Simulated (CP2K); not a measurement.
Pd:

```xyz
1
Lattice="2.7528 0.0000 0.0000 1.3764 2.3840 0.0000 1.3764 0.7947 2.2476" Properties=species:S:1:pos:R:3 pbc="T T T"
Pd    0.0000    0.0000    0.0000
```

Base run:

| Quantity | Value |
| --- | --- |
| Program | CP2K 2026.2 |
| Functional | optB88-vdW |
| Potentials or basis | POTENTIAL_UZH Pd GTH-PBE-q18; TZVP-MOLOPT-PBE-GTH basis |
| Density cutoff | 10204 eV |
| k mesh | 12 × 12 × 12 |
| Occupations | fermi-dirac, width 0.05 eV |
| Spin | no spin polarisation |

Its results: band gap on the k mesh none (metal or under the smearing width); pressure 8.8 GPa.

Q: The run is repeated on the same cell with these changes: functional from optB88-vdW to PBEsol. What comes out?

A: Band gap on the k mesh none (metal or under the smearing width); pressure -1.0 GPa.

Caveats: the potentials were made for another functional, which shifts forces and pressure; the basis of atomic orbitals isn't converged, which shifts pressures, moduli and gaps.
